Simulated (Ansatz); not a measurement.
# What a trial cell of K relaxes into

Level of theory: Ansatz 0.2.0, DFT PBE, scalar-relativistic, plane waves, PAW. Cutoff 420 eV, Γ-centred k mesh, Gaussian smearing, no spin polarisation in the final step.

The start puts K on the sites of a reported C cell (R-3m, No. 166), at a guessed volume.

```yaml
crystal:
  lattice:
    - [2.41948, 1.39689, 35.07914]
    - [-2.41948, 1.39689, 35.07914]
    - [0.00000, -2.79377, 35.07914]
  atoms:
    - { symbol: K, position: [0.23900, 0.23900, 0.23900] }
    - { symbol: K, position: [0.76100, 0.76100, 0.76100] }
    - { symbol: K, position: [0.09400, 0.09400, 0.09400] }
    - { symbol: K, position: [0.90600, 0.90600, 0.90600] }
    - { symbol: K, position: [0.03100, 0.03100, 0.03100] }
    - { symbol: K, position: [0.96900, 0.96900, 0.96900] }
    - { symbol: K, position: [0.36500, 0.36500, 0.36500] }
    - { symbol: K, position: [0.63500, 0.63500, 0.63500] }
```

Cell and atoms relax at zero pressure; the relaxation can't lower the symmetry of the start.

Energies count from the standard state of K at the same level.

(1) What does it relax into?

(2) What are its volume, energy, density and gap?

Answers

(1) It keeps R-3m (No. 166), but not the shape of the type it started on. Conventional cell: a = 4.651 Å, c = 121.328 Å. K on Wyckoff site c (2 atoms of the primitive cell) is coordinated by 9 K at 4.65–4.69 Å; K on Wyckoff site c (2 atoms of the primitive cell) has 12 K at 4.65–4.77 Å; K on Wyckoff site c (2 atoms of the primitive cell) has 1 K at 4.36 Å and 9 K at 4.65–4.71 Å; K on Wyckoff site c (2 atoms of the primitive cell) has 12 K at 4.65–4.77 Å.

```
K
1.0
     2.32564    1.34271   40.44267
    -2.32564    1.34271   40.44267
     0.00000   -2.68542   40.44267
K
8
Cartesian
  0.0000 0.0000 26.6064
  0.0000 0.0000 94.7216
  0.0000 0.0000 9.9945
  0.0000 0.0000 111.3335
  0.0000 0.0000 2.1789
  0.0000 0.0000 119.1491
  0.0000 0.0000 46.4954
  0.0000 0.0000 74.8326
```

(2) The volume per atom is 94.7 Å³, the density is 0.7 g/cm³ and the energy over the standard structure is 0.04 eV/atom. The gap on the 9×9×9 mesh is 0 eV (a metal).

The final run used a 9×9×9 mesh on its 8-atom cell and 0.10 eV smearing. The k mesh leaves about 4 meV/atom of noise in metals. No dispersion correction is applied, so the spacing between layers, chains or molecules is poorly fixed, and with it the volume and density. A structure relaxed within its symmetry needn't be a true minimum.